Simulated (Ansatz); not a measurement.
# Ta (Im-3m) in Ansatz: notebook

One crystal, Ta, is run at these levels: PBEsol; tasks: band structure.

All numbers are computed with Ansatz 0.2.0; they aren't measurements. Logs are shortened: lines on timing, memory, paths and dates and some standing lists are left out, and cuts for length are marked.

## Step 1: Starting point

It takes space group Im-3m (No. 229, cubic). Conventional cell: a = 3.303 Å, b = 3.303 Å, c = 3.303 Å, α = 90.00°, β = 90.00°, γ = 90.00°. Around Ta (site symmetry m-3m) lie 8 Ta at 2.86 Å.

## Step 2: Band structure, PBEsol

input.yaml reads:

```yaml
crystal:
  lattice:
    - [-1.65128, 1.65128, 1.65128]
    - [1.65128, -1.65128, 1.65128]
    - [1.65128, 1.65128, -1.65128]
  atoms:
    - { symbol: Ta, position: [0.0, 0.0, 0.0] }
kpoints:
  mp_grid: { grid: [11, 11, 11] }
  band_path:
    path:
      - [0.0, 0.0, 0.0]
      - [0.5, -0.5, 0.5]
      - [0.0, 0.0, 0.5]
      - [0.0, 0.0, 0.0]
      - [0.25, 0.25, 0.25]
      - [0.5, -0.5, 0.5]
    npoints: 8
scf:
  occupations: { method: fermi_dirac, width: 0.05 }
hamiltonian:
  xc: pbesol
  pseudopotentials: { kind: all_electron, lapw: { basis_error: 0.001 } }
output:
  forces: true
  stress: true
  eigenvalues: true
```

Potentials or basis: all-electron LAPW, scalar-relativistic.

Run with:

```console
$ ansatz run input.yaml --threads 1 --pin off --max-ram 3072MiB --backend cpu --events-out ev --progress --plain --runs-dir out
```

Standard output:

```text
Warning: RAYON_NUM_THREADS=1 ignored (pool sized by the plan → 1); use --threads N
LAPW: plane waves up to 8.289 Å⁻¹, error target 1.0e-3 eV per atom; small_component_spin mean_spin; Ta in spheres of 1.430 Å, 37 of its electrons in bands, Dirac shells [] (how accurate: hamiltonian.pseudopotentials.lapw.basis_error, Limitations)
Engine: ansatz 0.2.0, aarch64-unknown-linux-gnu
Pseudopotentials: kind: all_electron
Pseudopotential: Ta, LAPW, valence charge 37, lapw/all_electron/scalar/gaussian/Ta, Koelling and Harmon's equation, gaussian nucleus
Functional definition: PBEsol
  exchange = pbesol_x
  correlation = pbesol_c
Crystal: 1 atoms, lattice volume = 18.010 Å³
Basis set: ecut = 261.7565934194458 eV, 177 PW (Γ), exchange–correlation at level 2
Bands: 23, of which v1, the nominal top of the filled ones, is band 19 counted from 1 (18 counted from 0)
Symmetry: 48 space group operations
Space group: Im-3m (ITA 229), of the structure as read, at distance tolerance 2.6e-5 Å
k-points: 56 of 1331
Non-local potential: Ta, projectors of the file, none
Initial density: superposition of atomic densities (chi_scale 0.1, normalization cell)
Initial wavefunctions: plane waves of lowest kinetic energy (no species holds an atomic orbital)
Functional: x = pbesol(κ = 0.804, μ = 0.12345679012345678), c = pbesol(β = 0.046)
iter 1 solved again at ethr=2.11e-4 eV; its pass at ethr=1.00e-1 eV (dr2=7.81e-2 eV) is discarded
SCF iter   1: F=—  HF=-424443.536892 eV  |F-HF|=—  |Δ(HF+E_count)|=         —  Δρ=2.58e-2  dr2=7.86e-2  ethr=2.11e-4  ⟨swp⟩=3.0  Hψ=8169  notcnv=0
preconditioner: auto → Kerker (q_TF=auto, 3.076 Å⁻¹)  [metal: Δε(μ)=0.036 eV  Ē_g=24.490 eV  σ=0.050 eV  W_gap=0.18  n_scr=12 (ndim 8)  ℏωp=43.7 eV  f_vac=0.000  D(μ)=1.21/eV (n_scr^D=12)]
SCF iter   2: F=—  HF=-424443.401048 eV  |F-HF|=—  |Δ(HF+E_count)|=   1.36e-1  Δρ=1.29e-2  dr2=2.29e-2  ethr=2.11e-4  ⟨swp⟩=2.0  Hψ=4032  notcnv=0
SCF iter   3: F=—  HF=-424443.386841 eV  |F-HF|=—  |Δ(HF+E_count)|=   1.42e-2  Δρ=8.72e-3  dr2=1.20e-2  ethr=6.20e-5  ⟨swp⟩=2.0  Hψ=3785  notcnv=0
SCF iter   4: F=—  HF=-424443.382070 eV  |F-HF|=—  |Δ(HF+E_count)|=         —  Δρ=4.82e-3  dr2=4.38e-3  ethr=3.24e-5  ⟨swp⟩=2.0  Hψ=3785  notcnv=0
the basis was enlarged: its passes take 455.3 KiB over the memory plan, 1 of 1 planned eigensolver slots
iter 5 solved again at ethr=1.01e-6 eV; its pass at ethr=1.18e-5 eV (dr2=3.72e-4 eV) is discarded
SCF iter   5: F=—  HF=-424443.382454 eV  |F-HF|=—  |Δ(HF+E_count)|=   3.84e-4  Δρ=1.32e-3  dr2=3.72e-4  ethr=1.01e-6  ⟨swp⟩=2.0  Hψ=6374  notcnv=0
SCF iter   6: F=—  HF=-424443.382480 eV  |F-HF|=—  |Δ(HF+E_count)|=   2.59e-5  Δρ=3.02e-4  dr2=9.58e-6  ethr=1.01e-6  ⟨swp⟩=2.0  Hψ=3786  notcnv=0
SCF iter   7: F=—  HF=-424443.382480 eV  |F-HF|=—  |Δ(HF+E_count)|=   9.97e-8  Δρ=5.03e-5  dr2=2.33e-7  ethr=2.59e-8  ⟨swp⟩=2.0  Hψ=3786  notcnv=0
SCF iter   8: F=-424443.382480 eV  HF=-424443.382480 eV  |F-HF|=1.28e-9  |Δ(HF+E_count)|=  9.31e-10  Δρ=4.89e-6  dr2=1.30e-9  ethr=6.30e-10  ⟨swp⟩=2.0  Hψ=3786  notcnv=0
SCF 1 converged in 8 iterations: F = -424443.382480 eV  dr2 = 1.30e-9
NSCF: frozen V_eff on 41 k-points
SCF converged after 8 iterations
Free energy (F): -424443.382480 eV
Harris-Foulkes:  -424443.382480 eV  (|F-HF|=1.28e-9)
Internal energy: -424443.374475 eV  (E = F + TS)
E sigma→0 (E₀):  -424443.378477 eV
Entropy (-TS):   -0.008005 eV (-8.005 meV/atom)
Fermi energy:    24.635153 eV
--- Per-component energies (eV) ---
  E_band       = -1854.321668
  E_kinetic    = 473751.702690
  E_xc         = -8496.557024
  E_electrostatic = -889698.520140  (all electrons and nuclei)
  E_smearing   = -0.008005  (= −TS)
  E_closure    = 0.000000  (closes the sum)
  E_atoms      = -424432.909506  (free atoms, spherical and without spin; not in F)
  Σ components = -424443.382480   (vs F -424443.382480, Δ=0.00e0)
  Basis errors (estimates in eV, not in F): energy 2.6e-4 per atom: plane waves 2.2e-4 (1.1e-4 summed), levels above the bands 4.6e-87, relativity 4.7e-8, radial functions 4.0e-5, core shells 1.3e-6; eigenvalues (radial functions only) 2.0e-6; not estimated: angular momenta, meshes, grids; target (lapw.basis_error) 1.0e-3; muffin-tin radii Ta 1.430 Å
--- Forces (eV/Å), atoms counted from 1 ---
  atom   1  Ta    -0.00000000     0.00000000     0.00000000
  max |Σ_I F_I| component: 1.97e-31 eV/Å
--- Stress (GPa, compression-positive) ---
       -4.395287       0.000000      -0.000000
        0.000000      -4.395287      -0.000000
       -0.000000      -0.000000      -4.395287
  P = ⅓ Tr σ = -4.3953 GPa (-43.953 kbar)
--- Band table (eV; the first three rows and the last of 56) ---
  k-point 0: bands = ["-191.1021", "-191.1021", "-191.0843", "-191.0843", "-191.0843", "-42.4208", "-8.3609", "-8.3609", "-8.3609", "5.8070", "5.8070", "5.8070", "5.8585", "5.8585", "5.8585", "5.9109", "16.7288", "25.3564", "25.3564", "25.3564", "28.6259", "28.6259", "39.2510"]
  k-point 1: bands = ["-191.1021", "-191.1021", "-191.0843", "-191.0843", "-191.0843", "-42.4117", "-8.4623", "-8.3922", "-8.3614", "5.8086", "5.8106", "5.8110", "5.8549", "5.8572", "5.8574", "5.9060", "17.0937", "25.1234", "25.2778", "25.7184", "28.2786", "28.6290", "39.5662"]
  k-point 2: bands = ["-191.1021", "-191.1021", "-191.0843", "-191.0843", "-191.0843", "-42.3870", "-8.7275", "-8.4755", "-8.3630", "5.8122", "5.8201", "5.8213", "5.8461", "5.8523", "5.8552", "5.8951", "18.0817", "24.5591", "24.9039", "26.7732", "27.9284", "28.6856", "40.0115"]
  k-point 55: bands = ["-191.1021", "-191.1021", "-191.0843", "-191.0843", "-191.0843", "-42.2216", "-9.1870", "-9.1691", "-9.1691", "5.8013", "5.8232", "5.8247", "5.8247", "5.8747", "5.8755", "5.8755", "20.9274", "20.9701", "30.4619", "30.4619", "31.2830", "32.6389", "34.4607"]
```

bands.tsv:

```text
# k_distance	band_0	band_1	band_2	band_3	band_4	band_5	band_6	band_7	band_8	band_9	band_10	band_11	band_12	band_13	band_14	band_15	band_16	band_17	band_18	band_19	band_20	band_21	band_22
[... 16 lines left out ...]
1.189075	-215.737298	-215.737297	-215.719417	-215.719417	-215.719417	-66.909659	-33.756361	-33.560672	-33.560672	-18.814517	-18.804578	-18.800369	-18.800369	-18.784271	-18.775027	-18.775027	-2.818897	-2.157903	2.167465	2.167465	4.374465	4.836250	15.637281
[... 33 lines left out ...]
7.682396	-215.737299	-215.737299	-215.719413	-215.719413	-215.719413	-66.858086	-33.827286	-33.827286	-33.763223	-18.833130	-18.811225	-18.811225	-18.810040	-18.761052	-18.761052	-18.759059	-3.635185	-3.635185	4.912360	6.290520	6.290520	9.279854	9.279854
7.888349	-215.737299	-215.737299	-215.719412	-215.719412	-215.719412	-66.853183	-33.821537	-33.821537	-33.821537	-18.835766	-18.811188	-18.811188	-18.811188	-18.758660	-18.758660	-18.758660	-3.806965	-3.806965	6.843166	6.843166	6.843166	8.608391	8.608391
```

It took 9.2 s on 1 thread of Arm Neoverse V1, shared host; peak memory 0.27 GiB.

What came out:

```
Free energy             : -424443.3825 eV
Pressure                : -4.4 GPa
Band gap along the path : none (metal or under the smearing width)
```

Levels at the corners of the path, in eV from the Fermi level:
```
point  band 16  band 17  band 18  band 19  band 20  band 21
    Γ   -18.72    -7.91     0.72     0.72     0.72     3.99
    H   -18.76    -3.81    -3.81     6.84     6.84     6.84
    N   -18.75    -4.38    -1.55     1.62     3.87     4.90
    Γ   -18.72    -7.91     0.72     0.72     0.72     3.99
    P   -18.78    -1.22    -1.22    -1.22     5.08     5.08
    H   -18.76    -3.81    -3.81     6.84     6.84     6.84
```

Caveat: spin-orbit coupling is left out, which moves the levels of the heavy elements.

## Step 3: Band structure, PBEsol

Edit input.yaml of step 2 so:

```diff
@@ -22,3 +22,6 @@
   xc: pbesol
-  pseudopotentials: { kind: all_electron, lapw: { basis_error: 0.001 } }
+  pseudopotentials:
+    kind: all_electron
+    lapw: { basis_error: 0.001 }
+    relativity: none
 output:
```

Potentials or basis: all-electron LAPW, non-relativistic.

Run with:

```console
$ ansatz run input.yaml --threads 1 --pin off --max-ram 3072MiB --backend cpu --events-out ev --progress --plain --runs-dir out
```

Standard output:

```text
Warning: RAYON_NUM_THREADS=1 ignored (pool sized by the plan → 1); use --threads N
LAPW: plane waves up to 8.205 Å⁻¹, error target 1.0e-3 eV per atom; Ta in spheres of 1.430 Å, 43 of its electrons in bands, Dirac shells [] (how accurate: hamiltonian.pseudopotentials.lapw.basis_error, Limitations)
[... 2 set-up lines as earlier in the session ...]
Pseudopotential: Ta, LAPW, valence charge 43, lapw/all_electron/none/Ta, Schrödinger's equation, point nucleus
[... 3 set-up lines as earlier in the session ...]
Crystal: 1 atoms, lattice volume = 18.010 Å³
Basis set: ecut = 256.4790816448195 eV, 177 PW (Γ), exchange–correlation at level 2
Bands: 26, of which v1, the nominal top of the filled ones, is band 22 counted from 1 (21 counted from 0)
[... 2 set-up lines as earlier in the session ...]
k-points: 56 of 1331
[... 4 set-up lines as earlier in the session ...]
iter 1 solved again at ethr=8.66e-5 eV; its pass at ethr=1.00e-1 eV (dr2=3.72e-2 eV) is discarded
SCF iter   1: F=—  HF=-402725.717426 eV  |F-HF|=—  |Δ(HF+E_count)|=         —  Δρ=1.90e-2  dr2=3.75e-2  ethr=8.66e-5  ⟨swp⟩=3.0  Hψ=9193  notcnv=0
preconditioner: auto → Kerker (q_TF=auto, 3.154 Å⁻¹)  [metal: Δε(μ)=0.024 eV  Ē_g=27.387 eV  σ=0.050 eV  W_gap=0.12  n_scr=12 (ndim 8)  ℏωp=43.7 eV  f_vac=0.000  D(μ)=1.87/eV (n_scr^D=18)]
SCF iter   2: F=—  HF=-402725.606415 eV  |F-HF|=—  |Δ(HF+E_count)|=   1.11e-1  Δρ=8.87e-3  dr2=8.80e-3  ethr=8.66e-5  ⟨swp⟩=2.1  Hψ=4594  notcnv=0
SCF iter   3: F=—  HF=-402725.596791 eV  |F-HF|=—  |Δ(HF+E_count)|=   9.62e-3  Δρ=6.13e-3  dr2=4.82e-3  ethr=2.05e-5  ⟨swp⟩=2.0  Hψ=4353  notcnv=0
SCF iter   4: F=—  HF=-402725.595214 eV  |F-HF|=—  |Δ(HF+E_count)|=         —  Δρ=3.43e-3  dr2=1.79e-3  ethr=1.12e-5  ⟨swp⟩=2.0  Hψ=4353  notcnv=0
the basis was enlarged: its passes take 451.9 KiB over the memory plan, 1 of 1 planned eigensolver slots
SCF iter   5: F=—  HF=-402725.595493 eV  |F-HF|=—  |Δ(HF+E_count)|=   2.79e-4  Δρ=9.72e-4  dr2=2.00e-4  ethr=4.15e-6  ⟨swp⟩=2.0  Hψ=4353  notcnv=0
iter 6 solved again at ethr=1.80e-8 eV; its pass at ethr=4.66e-7 eV (dr2=7.74e-6 eV) is discarded
SCF iter   6: F=—  HF=-402725.595512 eV  |F-HF|=—  |Δ(HF+E_count)|=   1.86e-5  Δρ=2.50e-4  dr2=7.73e-6  ethr=1.80e-8  ⟨swp⟩=2.0  Hψ=7362  notcnv=0
SCF iter   7: F=—  HF=-402725.595512 eV  |F-HF|=—  |Δ(HF+E_count)|=   1.78e-7  Δρ=5.20e-5  dr2=3.18e-7  ethr=1.80e-8  ⟨swp⟩=2.0  Hψ=4353  notcnv=0
SCF iter   8: F=-402725.595512 eV  HF=-402725.595512 eV  |F-HF|=8.73e-10  |Δ(HF+E_count)|=   1.83e-8  Δρ=7.22e-6  dr2=4.75e-9  ethr=7.39e-10  ⟨swp⟩=2.0  Hψ=4353  notcnv=0
SCF 1 converged in 8 iterations: F = -402725.595512 eV  dr2 = 4.75e-9
NSCF: frozen V_eff on 41 k-points
SCF converged after 8 iterations
Free energy (F): -402725.595512 eV
Harris-Foulkes:  -402725.595512 eV  (|F-HF|=8.73e-10)
Internal energy: -402725.580132 eV  (E = F + TS)
E sigma→0 (E₀):  -402725.587822 eV
Entropy (-TS):   -0.015380 eV (-15.380 meV/atom)
Fermi energy:    24.960618 eV
--- Per-component energies (eV) ---
  E_band       = -3954.055188
  E_kinetic    = 402608.366424
  E_xc         = -8060.103243
  E_electrostatic = -797273.843314  (all electrons and nuclei)
  E_smearing   = -0.015380  (= −TS)
  E_closure    = 0.000000  (closes the sum)
  E_atoms      = -402714.919258  (free atoms, spherical and without spin; not in F)
  Σ components = -402725.595512   (vs F -402725.595512, Δ=0.00e0)
  Basis errors (estimates in eV, not in F): energy 2.7e-4 per atom: plane waves 2.3e-4 (1.2e-4 summed), levels above the bands 4.9e-93, relativity 0.0e0, radial functions 4.2e-5, core shells 1.6e-7; eigenvalues (radial functions only) 2.4e-6; not estimated: angular momenta, meshes, grids; target (lapw.basis_error) 1.0e-3; muffin-tin radii Ta 1.430 Å
--- Forces (eV/Å), atoms counted from 1 ---
  atom   1  Ta     0.00000000    -0.00000000     0.00000000
  max |Σ_I F_I| component: 2.96e-31 eV/Å
--- Stress (GPa, compression-positive) ---
        3.420641       0.000000      -0.000000
        0.000000       3.420641      -0.000000
       -0.000000      -0.000000       3.420641
  P = ⅓ Tr σ = 3.4206 GPa (34.206 kbar)
--- Band table (eV; the first three rows and the last of 56) ---
  k-point 0: bands = ["-341.4771", "-341.4771", "-341.4771", "-192.7865", "-192.7865", "-192.7631", "-192.7631", "-192.7631", "-28.6299", "-4.7846", "-4.7846", "-4.7846", "-0.2837", "-0.2837", "-0.2837", "-0.2612", "-0.2612", "-0.2612", "-0.2134", "19.4108", "25.2451", "25.2451", "25.2451", "28.4253", "28.4253", "39.3377"]
  k-point 1: bands = ["-341.4771", "-341.4771", "-341.4771", "-192.7865", "-192.7865", "-192.7631", "-192.7631", "-192.7631", "-28.6063", "-4.9166", "-4.8251", "-4.7858", "-0.2828", "-0.2817", "-0.2814", "-0.2635", "-0.2621", "-0.2617", "-0.2162", "19.7539", "25.0209", "25.1895", "25.6105", "28.0961", "28.4304", "39.6421"]
  k-point 2: bands = ["-341.4771", "-341.4771", "-341.4771", "-192.7865", "-192.7865", "-192.7631", "-192.7631", "-192.7630", "-28.5425", "-5.2615", "-4.9324", "-4.7890", "-0.2808", "-0.2764", "-0.2756", "-0.2687", "-0.2650", "-0.2626", "-0.2229", "20.6163", "24.4763", "24.9445", "26.6700", "27.7582", "28.4888", "40.0912"]
  k-point 55: bands = ["-341.4771", "-341.4771", "-341.4771", "-192.7865", "-192.7865", "-192.7630", "-192.7630", "-192.7630", "-28.1198", "-5.8476", "-5.8236", "-5.8236", "-0.2810", "-0.2805", "-0.2797", "-0.2797", "-0.2451", "-0.2447", "-0.2447", "20.9544", "21.0243", "30.4620", "30.4620", "30.9903", "34.1398", "35.4703"]
```

Run time: 8.8 s. Hardware: 1 thread of Arm Neoverse V1, shared host; peak memory 0.26 GiB.

Results:

| Item | Value |
| --- | --- |
| Free energy | -402725.5955 eV |
| Pressure | 3.4 GPa |
| Band gap along the path | none (metal or under the smearing width) |

Levels at the corners of the path, in eV from the Fermi level:
| point | band 19 | band 20 | band 21 | band 22 | band 23 | band 24 |
| --- | --- | --- | --- | --- | --- | --- |
| Γ | -25.17 | -5.55 | 0.28 | 0.28 | 0.28 | 3.46 |
| H | -25.20 | -4.10 | -4.10 | 6.22 | 6.22 | 6.22 |
| N | -25.20 | -3.90 | -1.91 | 2.70 | 3.57 | 4.32 |
| Γ | -25.17 | -5.55 | 0.28 | 0.28 | 0.28 | 3.46 |
| P | -25.21 | -1.11 | -1.11 | -1.11 | 4.48 | 4.48 |
| H | -25.20 | -4.10 | -4.10 | 6.22 | 6.22 | 6.22 |

Caveat: relativity is left out, which matters for the heavier elements; spin-orbit coupling is left out, which moves the levels of the heavy elements.

## Step 4: Band structure, PBEsol

Edit input.yaml of step 3 so:

```diff
@@ -22,6 +22,3 @@
   xc: pbesol
-  pseudopotentials:
-    kind: all_electron
-    lapw: { basis_error: 0.001 }
-    relativity: none
+  pseudopotentials: { kind: all_electron, datasets: crystal }
 output:
@@ -30 +27,3 @@
   eigenvalues: true
+  elf: true
+  volumetric_format: npy
```

Potentials or basis: all-electron PAW datasets made for the crystal.

Run with:

```console
$ ansatz run input.yaml --threads 1 --pin off --max-ram 3072MiB --backend cpu --events-out ev --progress --plain --runs-dir out
```

Wall time 8.9 s (1 thread of Arm Neoverse V1, shared host); peak memory 0.38 GiB.

Results (log left out):

```yaml
Free_energy: -424443.3827 eV
Pressure: -4.4 GPa
Band_gap_along_the_path: none (metal or under the smearing width)
```

Levels at the corners of the path, in eV from the Fermi level:
| point | band 4 | band 5 | band 6 | band 7 | band 8 | band 9 |
| --- | --- | --- | --- | --- | --- | --- |
| Γ | -33.00 | -7.91 | 0.72 | 0.72 | 0.72 | 3.99 |
| H | -33.82 | -3.81 | -3.81 | 6.84 | 6.84 | 6.84 |
| N | -33.00 | -4.38 | -1.55 | 1.62 | 3.87 | 4.90 |
| Γ | -33.00 | -7.91 | 0.72 | 0.72 | 0.72 | 3.99 |
| P | -33.59 | -1.22 | -1.22 | -1.22 | 5.08 | 5.08 |
| H | -33.82 | -3.81 | -3.81 | 6.84 | 6.84 | 6.84 |

Caveat: spin-orbit coupling is left out, which moves the levels of the heavy elements.

## Step 5: Band structure, PBEsol

Edit input.yaml of step 4 so:

```diff
@@ -22,3 +22,6 @@
   xc: pbesol
-  pseudopotentials: { kind: all_electron, datasets: crystal }
+  pseudopotentials:
+    kind: all_electron
+    lapw: { basis_error: 0.001 }
+    dirac_shells: { Ta: ["4p", "4d"] }
 output:
@@ -27,3 +30 @@
   eigenvalues: true
-  elf: true
-  volumetric_format: npy
```

Potentials or basis: all-electron LAPW, inner shells corrected to Dirac's equation.

Run with:

```console
$ ansatz run input.yaml --threads 1 --pin off --max-ram 3072MiB --backend cpu --events-out ev --progress --plain --runs-dir out
```

Wall time 8.9 s (1 thread of Arm Neoverse V1, shared host); peak memory 0.27 GiB.

Results (log left out):

| Property | Result |
| --- | --- |
| Free energy | -425021.1538 eV |
| Pressure | -4.3 GPa |
| Band gap along the path | none (metal or under the smearing width) |

Levels at the corners of the path, in eV from the Fermi level:
| point | band 15 | band 16 | band 17 | band 18 | band 19 | band 20 | band 21 | band 22 |
| --- | --- | --- | --- | --- | --- | --- | --- | --- |
| Γ | -18.78 | -18.73 | -7.90 | 0.72 | 0.72 | 0.72 | 3.99 | 3.99 |
| H | -18.76 | -18.76 | -3.81 | -3.81 | 6.84 | 6.84 | 6.84 | 8.61 |
| N | -18.77 | -18.76 | -4.38 | -1.55 | 1.63 | 3.87 | 4.90 | 7.81 |
| Γ | -18.78 | -18.73 | -7.90 | 0.72 | 0.72 | 0.72 | 3.99 | 3.99 |
| P | -18.79 | -18.79 | -1.22 | -1.22 | -1.22 | 5.08 | 5.08 | 7.03 |
| H | -18.76 | -18.76 | -3.81 | -3.81 | 6.84 | 6.84 | 6.84 | 8.61 |

Caveat: spin-orbit coupling is left out, which moves the levels of the heavy elements.

## Step 6: Overview

```tsv
potentials or basis	cutoff (eV)	basis error allowed	pressure (GPa)
all-electron LAPW, scalar-relativistic	262	0.001 eV/atom	-4.4
all-electron LAPW, non-relativistic	256	0.001 eV/atom	3.4
all-electron PAW datasets made for the crystal	240	-	-4.4
all-electron LAPW, inner shells corrected to Dirac's equation	262	0.001 eV/atom	-4.3
```

Alike in all rows: task band structure; level PBEsol; no spin polarisation; cell as given; k mesh 11 × 11 × 11; smearing fermi-dirac 0.05 eV.

Caveats: spin-orbit coupling is left out, which moves the levels of the heavy elements; relativity is left out, which matters for the heavier elements (some runs).

Compare energies only between runs with the same functional and basis.
